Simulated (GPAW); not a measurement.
A run of GPAW 26.7.0:

run.py

```python
from ase.dft.bandgap import bandgap
from ase.io import read, write
from ase.units import GPa
from gpaw import GPAW, PW

atoms = read('HfC.xyz')

calc = GPAW(mode=PW(600),
            xc='PBE',
            kpts={'size': (8, 8, 8), 'gamma': True},
            occupations={'name': 'fermi-dirac', 'width': 0.05},
            nbands=18,
            maxiter=120,
            txt='gpaw.txt')
atoms.calc = calc
energy = atoms.get_potential_energy()
forces = atoms.get_forces()
stress = atoms.get_stress()
calc.write('gs.gpw')
write('result.traj', atoms)
print(f'Energy: {energy:.6f} eV')
print('Forces (eV/A):')
print(forces.round(4))
print('Stress (GPa):', (stress / GPa).round(3))
print('Fermi level:', round(calc.get_fermi_level(), 4), 'eV')
print(f'Gap: {bandgap(calc)[0]:.4f} eV, direct: {bandgap(calc, direct=True)[0]:.4f} eV')
```

Contents of HfC.xyz:

```xyz
2
Lattice="0.0000000000 2.3250000000 2.3250000000 2.3250000000 0.0000000000 2.3250000000 2.3250000000 2.3250000000 0.0000000000" Properties=species:S:1:pos:R:3 pbc="T T T"
Hf     2.3250000000      2.3250000000      2.3250000000
C      0.0000000000      0.0000000000      0.0000000000
```

Potentials or basis: GPAW PAW data sets (gpaw-data 1.2.1), pw.

Launch:

```sh
$ OMP_NUM_THREADS=1 python run.py
```

Hardware: 1 thread of AMD EPYC 7R43 64-Core Processor (Zen 3), on a shared host.

Task: Estimate the wall time of this run.

Result: Run time: 9.2 s on 1 thread of AMD EPYC 7R43 64-Core Processor (Zen 3), on a shared host, peak memory 0.15 GiB. Counts: scf iterations 8, plane waves 869, bands 18, k points 29.
